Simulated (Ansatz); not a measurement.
SnS₂ (CdI2 type) under strain

SnS₂ in the CdI2-type structure, relaxed with r2SCAN+rVV10 in the plane-wave code Ansatz. It is trigonal, P-3m1 (No. 164); conventional cell a = 3.661 Å, c = 5.962 Å, 23.06 Å³ an atom. Sn is surrounded by 6 S at 2.57 Å; S is surrounded by 3 Sn at 2.57 Å.

The axes x, y and z are those of this cell:
```
Sn S
1.0
     3.66075    0.00000    0.00000
    -1.83038    3.17031    0.00000
     0.00000    0.00000    5.96178
Sn S
1 2
Direct
  0.00000 0.00000 0.00000
  0.33333 0.66667 0.24559
  0.66667 0.33333 0.75441
```

Unstrained: With PBE the valence top lies at Γ–K (0.23 of the way from Γ) and the conduction bottom at k = (0, 0.464, 0.323), 1.432 eV higher; the smallest vertical gap, at k = (0, -1/2, 1/4), is 1.917 eV. The r2SCAN gap is indirect, 1.750 eV (Γ–K (0.23 of the way from Γ) to k = (0, 0.464, 0.323)), below the direct gap of 2.249 eV at k = (0, -1/2, 1/4). HSE06 gives an indirect gap of 2.315 eV, from Γ–K (0.23 of the way from Γ) to k = (0, 0.464, 0.323); the least direct gap is 2.766 eV at k = (0, -1/2, 1/4). With r2SCAN+SOC the valence top lies at Γ–K (0.23 of the way from Γ) and the conduction bottom at k = (0, 0.464, 0.323), 1.752 eV higher; the smallest vertical gap, at k = (0, -1/2, 1/4), is 2.250 eV. Meshes: PBE 12×12×4, r2SCAN 12×12×4, HSE06 6×6×4, r2SCAN+SOC 12×12×4. Strains are changes of length per length. After each strain the atoms were relaxed again with r2SCAN+rVV10 within the symmetry that the strain leaves, so tilts or polar shifts that break it weren't tested; points keep the names that they have in the unstrained zone. (Simulation; no magnetic order is allowed.)

Changes of the least gap in eV (an overlap counts as a negative gap):
```json
{"strain": "isotropic -4.0 % on every length", "volume change (%)": "-11.5", "space group": "P-3m1", "PBE": "-0.089", "r2SCAN": "-0.059", "HSE06": "-0.144", "r2SCAN+SOC": "-0.060", "G0W0@PBE (mesh)": "-0.09"}
{"strain": "isotropic -3.0 % on every length", "volume change (%)": "-8.7", "space group": "P-3m1", "PBE": "-0.035", "r2SCAN": "-0.011", "HSE06": "-0.091", "r2SCAN+SOC": "-0.012", "G0W0@PBE (mesh)": "-0.06"}
{"strain": "isotropic -2.0 % on every length", "volume change (%)": "-5.9", "space group": "P-3m1", "PBE": "-0.009", "r2SCAN": "+0.003", "HSE06": "-0.023", "r2SCAN+SOC": "+0.002", "G0W0@PBE (mesh)": "-0.03"}
{"strain": "isotropic -1.0 % on every length", "volume change (%)": "-3.0", "space group": "P-3m1", "PBE": "0.000", "r2SCAN": "+0.006", "HSE06": "-0.007", "r2SCAN+SOC": "+0.005", "G0W0@PBE (mesh)": "0.00"}
{"strain": "isotropic +1.0 % on every length", "volume change (%)": "+3.0", "space group": "P-3m1", "PBE": "-0.014", "r2SCAN": "-0.023", "HSE06": "0.000", "r2SCAN+SOC": "-0.026", "G0W0@PBE (mesh)": "-0.02"}
{"strain": "isotropic +2.0 % on every length", "volume change (%)": "+6.1", "space group": "P-3m1", "PBE": "-0.041", "r2SCAN": "-0.055", "HSE06": "-0.025", "r2SCAN+SOC": "-0.057", "G0W0@PBE (mesh)": "-0.05"}
{"strain": "isotropic +3.0 % on every length", "volume change (%)": "+9.3", "space group": "P-3m1", "PBE": "-0.072", "r2SCAN": "-0.090", "HSE06": "-0.054", "r2SCAN+SOC": "-0.091", "G0W0@PBE (mesh)": "-0.08"}
{"strain": "isotropic +4.0 % on every length", "volume change (%)": "+12.5", "space group": "P-3m1", "PBE": "-0.107", "r2SCAN": "-0.129", "HSE06": "-0.089", "r2SCAN+SOC": "-0.130", "G0W0@PBE (mesh)": "-0.23"}
```
Unstrained, G0W0@PBE with 288 empty bands, a screening cutoff of 150 eV and a 6×6×2 mesh gives 2.37 eV on its mesh; the band count follows the volume. No extrapolation in bands, cutoff or mesh was made for G0W0.

Isotropic -4.0 % on every length. HSE06: the gap goes from 2.315 to 2.171 eV (-0.144 eV); the edges go from Γ–K (0.23) → (0, 0.464, 0.323) to (0, 0.138, -0.159) → (0, 0.451, 0.341). Stress change with PBE, compression positive: xx +9.34, yy +9.34, zz +4.07 GPa.

Isotropic -3.0 % on every length. HSE06: the gap goes from 2.315 to 2.224 eV (-0.091 eV); the edges go from Γ–K (0.23) → (0, 0.464, 0.323) to Γ–L (0.29) → (0, 0.453, 0.339). Stress change with PBE, compression positive: xx +6.57, yy +6.57, zz +2.71 GPa.

Isotropic -2.0 % on every length. HSE06: the gap goes from 2.315 to 2.292 eV (-0.023 eV); the edges go from Γ–K (0.23) → (0, 0.464, 0.323) to (-0.083, 0.161, 0) → (0, 0.458, 1/3). Stress change with PBE, compression positive: xx +4.10, yy +4.10, zz +1.58 GPa.

Isotropic -1.0 % on every length. HSE06: the gap goes from 2.315 to 2.308 eV (-0.007 eV); the edges go from Γ–K (0.23) → (0, 0.464, 0.323) to (-0.083, 0.161, 0) → (0, 0.461, 0.331). Stress change with PBE, compression positive: xx +1.92, yy +1.92, zz +0.69 GPa.

Isotropic +1.0 % on every length. HSE06: the gap goes from 2.315 to 2.315 eV (0.000 eV); the edges go from Γ–K (0.23) → (0, 0.464, 0.323) to Γ → (0, 0.466, 0.315). Stress change with PBE, compression positive: xx -1.72, yy -1.72, zz -0.60 GPa.

Isotropic +2.0 % on every length. HSE06: the gap goes from 2.315 to 2.290 eV (-0.025 eV); the edges go from Γ–K (0.23) → (0, 0.464, 0.323) to Γ → (0, 0.469, 0.307). Stress change with PBE, compression positive: xx -3.22, yy -3.22, zz -1.05 GPa.

Isotropic +3.0 % on every length. HSE06: the gap goes from 2.315 to 2.261 eV (-0.054 eV); the edges go from Γ–K (0.23) → (0, 0.464, 0.323) to Γ → (0, 0.469, 0.294). Stress change with PBE, compression positive: xx -4.53, yy -4.53, zz -1.39 GPa.

Isotropic +4.0 % on every length. HSE06: the gap goes from 2.315 to 2.226 eV (-0.089 eV); the edges go from Γ–K (0.23) → (0, 0.464, 0.323) to Γ → (0, 0.471, 0.279). Stress change with PBE, compression positive: xx -5.72, yy -5.72, zz -1.73 GPa.

Only the levels marked +SOC include spin-orbit coupling.

Where an edge lies off the special points, it is a point of the mesh or the k point where a search put PBE's edge or least direct gap, reused for the other functionals, whose own edges may lie a little apart.

Coordinates of k points refer to the reciprocal vectors of the primitive cell of the runs.

The meshes of the hybrids are coarse, so their gaps aren't converged to the digits shown.
